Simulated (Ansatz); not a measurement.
# MoS2 (P6_3/mmc) in Ansatz: notebook

Aim: see how the results for MoS2 move with the level of theory and the settings. Levels: HSE06, PBE0. Tasks: band structure.

Everything below comes from runs of Ansatz 0.2.0. Logs are shortened: lines on timing, memory, paths and dates and some standing lists are left out, and cuts for length are marked.

**Experimental background.**

From “Multiwavelength excitation Raman Scattering Analysis of bulk and 2 dimensional MoS2: Vibrational properties of atomically thin MoS2 layers”, 2015, arxiv:1506.03228, for a bulk crystal of MoS2 at 300 K: band gap 1.3 eV (indirect).

How close the calculation comes is told below.

### 1 Starting point

Symmetry: P6_3/mmc, No. 194, hexagonal system. The conventional cell has a = 3.169 Å, b = 3.169 Å, c = 12.324 Å, α = 90.00°, β = 90.00°, γ = 120.00°. Mo (site symmetry -6m2) is surrounded by 6 S at 2.41 Å. S (site symmetry 3m) has 3 Mo at 2.41 Å as nearest neighbours.

### 2 Band structure, HSE06

Input file input:

```
crystal:
  lattice:
    - [3.169, 0.0, 0.0]
    - [-1.5845, 2.7444345046, 0.0]
    - [0.0, 0.0, 12.324]
  atoms:
    - { symbol: Mo, position: [0.6666666667, 0.3333333333, 0.75] }
    - { symbol: Mo, position: [0.3333333333, 0.6666666667, 0.25] }
    - { symbol: S, position: [0.6666666667, 0.3333333333, 0.377] }
    - { symbol: S, position: [0.3333333333, 0.6666666667, 0.877] }
    - { symbol: S, position: [0.6666666667, 0.3333333333, 0.123] }
    - { symbol: S, position: [0.3333333333, 0.6666666667, 0.623] }
hamiltonian:
  xc: hse06
  pseudopotentials: { kind: paw }
kpoints:
  mp_grid: { grid: [6, 6, 2] }
  band_path:
    path:
      - [[0.0, 0.0, 0.0], [0.5, 0.0, 0.0], [0.3333333333, 0.3333333333, 0.0], [0.0, 0.0, 0.0], [0.0, 0.0, 0.5], [0.5, 0.0, 0.5], [0.3333333333, 0.3333333333, 0.5], [0.0, 0.0, 0.5]]
      - [[0.5, 0.0, 0.5], [0.5, 0.0, 0.0]]
      - [[0.3333333333, 0.3333333333, 0.0], [0.3333333333, 0.3333333333, 0.5]]
    npoints: 4
scf:
  occupations: { method: fermi_dirac, width: 0.05 }
  n_extra_bands: 15
output:
  forces: true
  stress: true
  eigenvalues: true
  fatbands: false
```

Potentials or basis: Ansatz PAW.

The program printed:

```text
Warning: output.stress: scf.convergence.dr2_threshold = 1e-7 eV (the SCF's general default) is looser than the 6e-10 eV advised for a printed stress (1e-10 eV for each atom of the cell: 6). What an SCF threshold leaves in a stress goes as its square root, and in the free energy as the threshold itself, and one threshold admits the most on a small cell: of the crystals measured, under no hybrid functional and no lock of the moments, on runs that ended without the residual-converged pass, on stresses that held no estimate of that error, the worst erred by over 100 MPa in a component at 1e-7 eV an atom and by under 5 at 1e-10. Set scf.convergence.dr2_threshold to 6e-10 eV or tighter. The threshold is an SCF's pass mark: one that does not reach it within its budget of iterations ends unconverged, or closes short of it on a stop that the run arms, and scf.convergence.dr2_threshold's page says what that costs each kind of run
Warning: output.stress: scf.exx.energy_threshold = 1e-6 eV is looser than the 6e-8 eV advised for a stress under a hybrid functional (1e-8 eV for each atom of the cell: 6). Every SCF of the exchange loop can meet its threshold on dr2 while the loop round them stops early: no threshold on dr2 bounds what that leaves in the stress. Set scf.exx.energy_threshold to 6e-8 eV or tighter. The threshold is the loop's pass mark: a loop that does not reach it within its budget of cycles ends unconverged, and scf.exx.energy_threshold's page has the law
scf.n_extra_bands = 15 over 26 filled bands (N_el = 52.0): the run solves 41 bands
GPUs: using 1 of 1 available (devices: 1).
Engine: ansatz 0.2.0, x86_64-unknown-linux-gnu
Pseudopotentials: kind: paw
Pseudopotential: Mo, paw, valence charge 14, recommended cutoff 420 eV (normal), Mo.paw.azcp
Pseudopotential: S, paw, valence charge 6, recommended cutoff 420 eV (normal), S.paw.azcp
Functional definition: HSE06
  parameter a = 0.25
  parameter omega = 0.11/bohr
  exchange = pbe_x - a*pbe_x_sr(omega) + a*exact_x_sr(omega)
  correlation = pbe_c
device memory: the entry about to start is reckoned to put 1.4 GiB on a device that reports 59.9 GiB free (of which the cap on the GPU budget leaves the run 18.0 GiB)
GPU FFT provider: cuFFT
GPU libraries: cuBLAS 13.8.2, cuFFT 12.4.0, cuSOLVER 12.3.4
Crystal: 6 atoms, lattice volume = 107.183 Å³
Basis set: ecut = 420 eV, 2081 PW (Γ), exchange–correlation on 48×48×180 points (8 copies of the dense FFT grid, shifted against one another)
Bands: 41, of which v1, the nominal top of the filled ones, is band 26 counted from 1 (25 counted from 0)
Symmetry: 24 space group operations
Space group: P63/mmc (ITA 194), of the structure as read, at distance tolerance 4.8e-5 Å
k-points: 14 of 72
Non-local potential: Mo, projectors of the file, l = 0: 3, l = 1: 2, l = 2: 2, l = 3: 1
Non-local potential: S, projectors of the file, l = 0: 2, l = 1: 2, l = 2: 2
PAW form: soft (Blöchl's): semilocal exchange-correlation on the pseudo side does not see the compensation charge
PAW frozen core: Mo, regenerated for the run's functional, and the local potential with it (the file was generated under x = pbe(κ = 0.804, μ = 0.2195149727645171), c = pbe(β = 0.06672455060314922))
PAW frozen core: S, regenerated for the run's functional, and the local potential with it (the file was generated under x = pbe(κ = 0.804, μ = 0.2195149727645171), c = pbe(β = 0.06672455060314922))
PAW one-centre angular grid: Mo, 590 points (default); XC on 64 Gauss nodes
PAW one-centre angular grid: S, 110 points (default); XC on 64 Gauss nodes
Initial density: superposition of atomic densities (neutral atoms: chi_scale 0, normalization atom), corrected by the library's trained network
Initial wavefunctions: pseudopotential atomic-orbital guess
GPU buffer pool allocated for 51840 grid points (all kernels)
GPU transforms: local potential and band sums: pruned to the plane-wave sphere, on 24×24×90
Functional: x = pbe(κ = 0.804, μ = 0.2195149727645171), c = pbe(β = 0.06672455060314922), warm-up for x = pbe(κ = 0.804, μ = 0.2195149727645171) + 0.25 (exact − pbe) at short range (hse, ω = 0.20786987370883472 Å⁻¹), c = pbe(β = 0.06672455060314922); HSE06 as pw.x's `hse` composes it (authors' and Libxc's form: `xc: wpbeh`)
SCF iter   1: F=—  HF=-13525.524668 eV  |F-HF|=—  |Δ(HF+E_count)|=         —  Δρ=5.56e-3  dr2=7.93e-3  ethr=1.77e-3  ⟨swp⟩=11.9  Hψ=2732  notcnv=0
preconditioner: auto → none  [insulator: Δε(μ)=0.885 eV  Ē_g=10.785 eV  σ=0.050 eV  W_gap=1.00  n_scr=26 (ndim 8)  ℏωp=21.5 eV  f_vac=0.016  D(μ)=0.00/eV (n_scr^D=0)]
SCF iter   2: F=—  HF=-13525.533683 eV  |F-HF|=—  |Δ(HF+E_count)|=   9.02e-3  Δρ=3.01e-3  dr2=5.34e-3  ethr=1.53e-5  ⟨swp⟩=5.9  Hψ=1534  notcnv=0  defer=7
SCF iter   3: F=—  HF=-13525.539594 eV  |F-HF|=—  |Δ(HF+E_count)|=   5.91e-3  Δρ=2.96e-3  dr2=2.44e-2  ethr=1.03e-5  ⟨swp⟩=4.1  Hψ=1350  notcnv=0  defer=1  recentre
iter 4 solved again at ethr=1.03e-7 eV; its pass at ethr=1.03e-5 eV (dr2=5.34e-5 eV) is discarded
SCF iter   4: F=-13525.537210 eV  HF=-13525.537092 eV  |F-HF|=1.18e-4  |Δ(HF+E_count)|=   2.50e-3  Δρ=4.68e-4  dr2=5.31e-5  ethr=1.03e-7  ⟨swp⟩=3.3  Hψ=2212  notcnv=0
[... 20 lines left out ...]
SCF 2 stopped early in 7 iterations: F = -13531.565350 eV  dr2 = 1.35e-6
  Residual-converged pass: ⟨swp⟩=4.1  Hψ=1634  notcnv=0  max |occ|·‖R‖ = 6.4e-6 eV (tolerance 6.7e-6 eV)  dr2=1.36e-6  dr2_onsite=2.80e-8  max |Δocc| = 6.0e-11
hybrid outer 1: dexx = +1.599e-2 eV, tail = 2.11e-5 eV
GPU FFT provider: cuFFT
GPU libraries: cuBLAS 13.8.2, cuFFT 12.4.0, cuSOLVER 12.3.4
GPU buffer pool allocated for 51840 grid points (all kernels)
GPU transforms: local potential and band sums: pruned to the plane-wave sphere, on 24×24×90
Exchange kernel: α = 0.2500, screened, ω = 0.2079 Å⁻¹, Wigner–Seitz truncation, v(0) = 1044.3486 eV·Å³, q-mesh 6×6×2, nearest image of the exchange supercell L = 19.01 Å, pair-density grid 15×15×54, without the augmentation charges, whose exchange is taken in its separable form by FFT convolution over the k-point mesh (sized by the pseudopotential files, 20×20×90 at the most), smooth part of the exact exchange by density-matrix convolution in up to 3.05 GiB of GPU memory as planned if the GPU has room (build and FFT work areas not counted)
Frozen-core exchange: fock
SCF iter   1: F=—  HF=-13531.565360 eV  |F-HF|=—  |Δ(HF+E_count)|=         —  Δρ=4.71e-5  dr2=1.11e-6  ethr=2.03e-7  ⟨swp⟩=6.5  Hψ=1654  notcnv=0
preconditioner: auto → none  [insulator: Δε(μ)=1.444 eV  Ē_g=12.319 eV  σ=0.050 eV  W_gap=1.00  n_scr=26 (ndim 8)  ℏωp=21.5 eV  f_vac=0.015  D(μ)=0.00/eV (n_scr^D=0)]
SCF iter   2: F=—  HF=-13531.565360 eV  |F-HF|=—  |Δ(HF+E_count)|=   2.07e-7  Δρ=1.78e-5  dr2=1.33e-7  ethr=1.96e-9  ⟨swp⟩=3.0  Hψ=1046  notcnv=0
SCF iter   3: F=—  HF=-13531.565361 eV  |F-HF|=—  |Δ(HF+E_count)|=   3.81e-7  Δρ=5.98e-6  dr2=2.60e-8  ethr=1.23e-10  ⟨swp⟩=5.4  Hψ=1468  notcnv=0  defer=7
SCF iter   4: F=—  HF=-13531.565361 eV  |F-HF|=—  |Δ(HF+E_count)|=   7.27e-9  Δρ=8.54e-7  dr2=4.94e-9  ethr=3.59e-11  ⟨swp⟩=3.6  Hψ=1143  notcnv=0  defer=1
SCF iter   5: F=-13531.565361 eV  HF=-13531.565361 eV  |F-HF|=1.48e-9  |Δ(HF+E_count)|=   1.94e-8  Δρ=1.72e-6  dr2=2.50e-9  ethr=1.26e-12 (applied; sched 1.00e-12)  ⟨swp⟩=3.9  Hψ=1381  notcnv=0
SCF 3 converged in 5 iterations: F = -13531.565361 eV  dr2 = 2.50e-9
  Residual-converged pass: ⟨swp⟩=2.0  Hψ=925  notcnv=0  max |occ|·‖R‖ = 7.6e-7 eV (tolerance 7.7e-7 eV)  dr2=2.51e-9  dr2_onsite=1.07e-10  max |Δocc| = 1.5e-14
hybrid outer 2: dexx = +6.871e-7 eV, tail = 1.83e-8 eV, Δε = 1.24e-3 eV (about 3.49e-5 eV left of the loop's levels), ΔF = 1.19e-3 eV/Å (tail 3.84e-4)
device memory: the entry about to start is reckoned to put 1.0 GiB on a device that reports 61.4 GiB free (of which the cap on the GPU budget leaves the run 18.0 GiB)
NSCF: frozen V_eff on 39 k-points, pencils in batches of 32, up to order 184
hybrid SCF converged: 2 outer / 12 inner (+4 warm-up), last move |dexx| = 6.87e-7 eV, tail = 1.83e-8 eV
Stability not checked: this state was not tested for a lower state beside it, because the functional holds exact exchange (a hybrid, or Hartree-Fock), whose exchange loop this test does not read (fock_operator; see scf.lower_state_search)
Free energy (F): -13531.565361 eV
Frozen-core exchange: fock
Harris-Foulkes:  -13531.565361 eV  (|F-HF|=1.48e-9)
Internal energy: -13531.565361 eV  (E = F + TS)
E sigma→0 (E₀):  -13531.565361 eV
Entropy (-TS):   -0.000000 eV (-0.000 meV/atom)
Fermi energy:    11.192959 eV
--- Per-component energies (eV) ---
  E_band       = -403.130953
  E_kinetic    = 1307.373830
  E_local      = -3905.421102  (includes V_loc(G=0)·N_el)
  E_nonlocal   = 393.997839
  E_hartree    = 1498.473456
  E_xc         = -607.032970
  E_vxc        = -646.391490  (∫ρ·V_xc dr)
  E_exx        = -128.770114  (= α·E_x^exact, valence–valence)
  E_paw        = -8827.718054  (= ΣΔE_a)
  E_vpaw       = -292.095507  (= ΣTr[D̂ρ^β])
  E_aug_tail   = 0.000084  (compensation charges beyond the density's cutoff)
  E_ewald      = -3261.216446
  E_core_change = -1.251883  (= ΣΔE_core)
  E_smearing   = -0.000000  (= −TS)
  E_closure    = 0.000000  (closes the sum)
  Σ components = -13531.565361   (vs F -13531.565361, Δ=-1.82e-12)
--- Forces (eV/Å), atoms counted from 1 ---
  atom   1  Mo     0.00000000    -0.00000000     0.00000000
  atom   2  Mo    -0.00000000     0.00000000     0.00000000
  atom   3  S      0.00000000    -0.00000000    -0.59424729
  atom   4  S      0.00000000     0.00000000    -0.59424729
  atom   5  S     -0.00000000    -0.00000000     0.59424729
  atom   6  S      0.00000000     0.00000000     0.59424729
  max |Σ_I F_I| component: 2.22e-16 eV/Å
--- Stress (GPa, compression-positive) ---
       -2.903098       0.000000      -0.000000
        0.000000      -2.903098       0.000000
       -0.000000       0.000000      -2.724614
  P = ⅓ Tr σ = -2.8436 GPa (-28.436 kbar)
--- Band table (eV; the first three rows and the last of 14) ---
  k-point 0: bands = ["-55.0211", "-55.0211", "-27.7595", "-27.7593", "-27.4946", "-27.4946", "-27.4946", "-27.4946", "-6.0690", "-5.7719", "-4.7228", "-4.2322", "2.8239", "3.9680", "6.6006", "6.8236", "6.8236", "6.8401", "6.8401", "8.1395", "8.1395", "8.1939", "8.1939", "9.1050", "9.2722", "10.5225", "13.3442", "13.3442", "13.3757", "13.3757", "13.4869", "13.4869", "13.6877", "13.6877", "16.9097", "17.0221", "19.5631", "20.0852", "20.1430", "21.5300", "21.5300"]
  k-point 1: bands = ["-55.0211", "-55.0211", "-27.7594", "-27.7594", "-27.4946", "-27.4946", "-27.4946", "-27.4946", "-5.9427", "-5.9427", "-4.4584", "-4.4584", "3.3075", "3.3075", "6.8317", "6.8317", "6.8317", "6.8317", "7.6268", "7.6268", "8.1667", "8.1667", "8.1667", "8.1667", "10.2136", "10.2136", "13.3482", "13.3482", "13.3482", "13.3482", "13.5985", "13.5985", "13.5985", "13.5985", "16.9721", "16.9721", "19.8358", "19.8358", "20.7435", "20.7435", "21.7388"]
  k-point 2: bands = ["-55.0092", "-55.0092", "-27.7361", "-27.7359", "-27.6149", "-27.6149", "-27.5220", "-27.5220", "-5.6204", "-5.3315", "-4.5125", "-4.0787", "3.3162", "4.4233", "5.9007", "5.9403", "6.0159", "6.8873", "7.2738", "7.3151", "7.5018", "7.5721", "8.2016", "9.1362", "9.2061", "9.6784", "12.6441", "13.0246", "13.1090", "13.2419", "13.2727", "13.4283", "13.9511", "14.1033", "18.5107", "18.7072", "20.1204", "20.4195", "20.7334", "21.1091", "21.3477"]
  k-point 13: bands = ["-54.9675", "-54.9675", "-27.8384", "-27.8384", "-27.8033", "-27.8033", "-27.6532", "-27.6532", "-3.4959", "-3.4959", "-3.4524", "-3.4524", "3.7002", "3.7002", "4.5049", "4.5049", "5.2268", "5.2268", "5.5217", "5.5217", "6.6648", "6.6648", "7.2389", "7.2389", "9.8265", "9.8265", "12.0383", "12.0383", "13.5906", "13.5906", "14.1823", "14.1823", "15.6782", "15.6782", "18.0693", "18.0693", "18.8378", "18.8378", "20.3579", "20.3579", "22.5997"]
```

Wall time 71 s (1 × NVIDIA H100 80GB HBM3 with 2 threads of AMD EPYC 7R13 (Zen 3), shared host); peak memory 2.4 GiB.

What came out:

| Quantity | Value |
| --- | --- |
| Free energy | -13531.5654 eV |
| Pressure | -2.8 GPa |
| Largest force | 0.594 eV/Å |
| Band gap on the k mesh | 1.44 eV, indirect (least direct gap 2.12 eV) |
| Band gap along the path | 1.44 eV, indirect (least direct gap 2.12 eV) |

Forces in eV/Å, atoms in the order of the input:
```
Mo   0.000  0.000  0.000
Mo   0.000  0.000  0.000
S    0.000  0.000 -0.594
S    0.000  0.000 -0.594
S    0.000  0.000  0.594
S    0.000  0.000  0.594
```

Levels at the corners of the path, in eV from the valence-band top:
```tsv
point	band 22	band 23	band 24	band 25	band 26	band 27	band 28	band 29	band 30	band 31
Γ	-2.33	-2.33	-1.42	-1.25	0.00	2.82	2.82	2.85	2.85	2.96
M	-2.84	-1.96	-1.75	-1.58	-1.44	2.24	2.29	2.67	2.95	3.68
K	-4.25	-3.08	-3.08	-0.77	-0.60	1.51	1.51	2.56	3.62	3.62
Γ	-2.33	-2.33	-1.42	-1.25	0.00	2.82	2.82	2.85	2.85	2.96
A	-2.36	-2.36	-2.36	-0.31	-0.31	2.83	2.83	2.83	2.83	3.08
L	-2.99	-1.85	-1.85	-1.50	-1.50	2.26	2.26	2.82	2.82	4.06
H	-3.86	-3.28	-3.28	-0.70	-0.70	1.52	1.52	3.07	3.07	3.66
A	-2.36	-2.36	-2.36	-0.31	-0.31	2.83	2.83	2.83	2.83	3.08
L	-2.99	-1.85	-1.85	-1.50	-1.50	2.26	2.26	2.82	2.82	4.06
M	-2.84	-1.96	-1.75	-1.58	-1.44	2.24	2.29	2.67	2.95	3.68
K	-4.25	-3.08	-3.08	-0.77	-0.60	1.51	1.51	2.56	3.62	3.62
H	-3.86	-3.28	-3.28	-0.70	-0.70	1.52	1.52	3.07	3.07	3.66
```

Caveat: this functional lacks dispersion, which binds the layers, so the pressure and a relaxed spacing across them are unreliable; the PAW data sets come from PBE, with cores solved anew for the run's functional, which leaves a small shift of forces and pressure; the thresholds are loose for stress.

### 3 Band structure, PBE0

input: that of step 2 with these lines changed.

```diff
@@ -13,3 +13,3 @@
 hamiltonian:
-  xc: hse06
+  xc: pbe0
   pseudopotentials: { kind: paw }
```

Potentials or basis: Ansatz PAW.

The program printed:

```text
Warning: output.stress: scf.convergence.dr2_threshold = 1e-7 eV (the SCF's general default) is looser than the 6e-10 eV advised for a printed stress (1e-10 eV for each atom of the cell: 6). What an SCF threshold leaves in a stress goes as its square root, and in the free energy as the threshold itself, and one threshold admits the most on a small cell: of the crystals measured, under no hybrid functional and no lock of the moments, on runs that ended without the residual-converged pass, on stresses that held no estimate of that error, the worst erred by over 100 MPa in a component at 1e-7 eV an atom and by under 5 at 1e-10. Set scf.convergence.dr2_threshold to 6e-10 eV or tighter. The threshold is an SCF's pass mark: one that does not reach it within its budget of iterations ends unconverged, or closes short of it on a stop that the run arms, and scf.convergence.dr2_threshold's page says what that costs each kind of run
[... 122 lines left out ...]
  k-point 2: bands = ["-55.4589", "-55.4589", "-28.1755", "-28.1753", "-28.0551", "-28.0551", "-27.9625", "-27.9624", "-6.0533", "-5.7636", "-4.9425", "-4.5068", "2.8826", "4.0007", "5.4881", "5.5290", "5.6053", "6.5028", "6.8798", "6.9216", "7.1262", "7.1976", "7.8305", "8.7769", "8.8346", "9.3254", "12.9945", "13.3780", "13.4612", "13.6035", "13.6386", "13.7841", "14.3178", "14.4763", "18.8763", "19.0751", "20.4970", "20.7965", "21.1180", "21.4953", "21.7325"]
  k-point 13: bands = ["-55.4171", "-55.4171", "-28.2785", "-28.2785", "-28.2427", "-28.2427", "-28.0916", "-28.0916", "-3.9231", "-3.9231", "-3.8792", "-3.8792", "3.2761", "3.2761", "4.0811", "4.0811", "4.8153", "4.8153", "5.1137", "5.1137", "6.2735", "6.2735", "6.8492", "6.8492", "9.4823", "9.4823", "12.3605", "12.3605", "13.9499", "13.9499", "14.5636", "14.5636", "16.0648", "16.0648", "18.4455", "18.4455", "19.2192", "19.2192", "20.7340", "20.7340", "22.9880"]
```

bands.tsv:

```text
# k_distance	band_0	band_1	band_2	band_3	band_4	band_5	band_6	band_7	band_8	band_9	band_10	band_11	band_12	band_13	band_14	band_15	band_16	band_17	band_18	band_19	band_20	band_21	band_22	band_23	band_24	band_25	band_26	band_27	band_28	band_29	band_30	band_31	band_32	band_33	band_34	band_35	band_36	band_37	band_38	band_39	band_40
[... 59 lines left out ...]
7.019584	-66.608370	-66.608370	-39.469753	-39.469753	-39.433895	-39.433895	-39.282804	-39.282804	-15.114341	-15.114341	-15.070463	-15.070463	-7.915122	-7.915122	-7.110157	-7.110157	-6.375957	-6.375957	-6.077525	-6.077525	-4.917774	-4.917774	-4.342025	-4.342025	-1.708916	-1.708916	1.169287	1.169287	2.758652	2.758652	3.372385	3.372385	4.873561	4.873561	7.254281	7.254281	8.027930	8.027930	9.542786	9.542786	11.796796
```

Wall time 76 s (1 × NVIDIA H100 80GB HBM3 with 2 threads of AMD EPYC 7R13 (Zen 3), shared host); peak memory 2.4 GiB.

What came out:

```
Free energy             : -13531.5298 eV
Pressure                : -2.9 GPa
Largest force           : 0.587 eV/Å
Band gap on the k mesh  : 2.11 eV, indirect (least direct gap 2.78 eV)
Band gap along the path : 2.11 eV, indirect (least direct gap 2.78 eV)
```

Forces on the atoms (eV/Å):
```
Mo   0.000  0.000  0.000
Mo   0.000  0.000  0.000
S    0.000  0.000 -0.587
S    0.000  0.000 -0.587
S    0.000  0.000  0.587
S    0.000  0.000  0.587
```

Stress tensor (GPa, compression positive):
```
-3.02  0.00  0.00
 0.00 -3.02  0.00
 0.00  0.00 -2.73
```

Levels at the corners of the path, in eV from the valence-band top:
| point | band 22 | band 23 | band 24 | band 25 | band 26 | band 27 | band 28 | band 29 | band 30 | band 31 |
| --- | --- | --- | --- | --- | --- | --- | --- | --- | --- | --- |
| Γ | -2.36 | -2.36 | -1.45 | -1.30 | 0.00 | 3.51 | 3.51 | 3.55 | 3.55 | 3.66 |
| M | -2.90 | -2.00 | -1.78 | -1.62 | -1.47 | 2.92 | 2.98 | 3.37 | 3.66 | 4.39 |
| K | -4.32 | -3.13 | -3.13 | -0.79 | -0.61 | 2.17 | 2.17 | 3.25 | 4.33 | 4.33 |
| Γ | -2.36 | -2.36 | -1.45 | -1.30 | 0.00 | 3.51 | 3.51 | 3.55 | 3.55 | 3.66 |
| A | -2.38 | -2.38 | -2.38 | -0.32 | -0.32 | 3.51 | 3.51 | 3.51 | 3.51 | 3.78 |
| L | -3.04 | -1.89 | -1.89 | -1.54 | -1.54 | 2.95 | 2.95 | 3.53 | 3.53 | 4.76 |
| H | -3.92 | -3.34 | -3.34 | -0.71 | -0.71 | 2.17 | 2.17 | 3.76 | 3.76 | 4.37 |
| A | -2.38 | -2.38 | -2.38 | -0.32 | -0.32 | 3.51 | 3.51 | 3.51 | 3.51 | 3.78 |
| L | -3.04 | -1.89 | -1.89 | -1.54 | -1.54 | 2.95 | 2.95 | 3.53 | 3.53 | 4.76 |
| M | -2.90 | -2.00 | -1.78 | -1.62 | -1.47 | 2.92 | 2.98 | 3.37 | 3.66 | 4.39 |
| K | -4.32 | -3.13 | -3.13 | -0.79 | -0.61 | 2.17 | 2.17 | 3.25 | 4.33 | 4.33 |
| H | -3.92 | -3.34 | -3.34 | -0.71 | -0.71 | 2.17 | 2.17 | 3.76 | 3.76 | 4.37 |

Caveat: this functional lacks dispersion, which binds the layers, so the pressure and a relaxed spacing across them are unreliable; the PAW data sets come from PBE, with cores solved anew for the run's functional, which leaves a small shift of forces and pressure; the thresholds are loose for stress.

### 4 Comparison with measurements

Step 2. A measured gap of MoS2 is 1.3 eV (indirect; 300 K; “Multiwavelength excitation Raman Scattering Analysis of bulk and 2 dimensional MoS2: Vibrational properties of atomically thin MoS2 layers”, 2015, arxiv:1506.03228); the calculated 1.44 eV misses it by +0.14 eV. Spin-orbit coupling on Mo is left out. The value is that of HSE06, without temperature or zero-point motion.

Step 3. Measured gap of MoS2: 1.3 eV (indirect; 300 K; “Multiwavelength excitation Raman Scattering Analysis of bulk and 2 dimensional MoS2: Vibrational properties of atomically thin MoS2 layers”, 2015, arxiv:1506.03228). This calculation gives 2.11 eV (+0.81 eV). Spin-orbit coupling on Mo is left out. The value is that of PBE0, without temperature or zero-point motion.
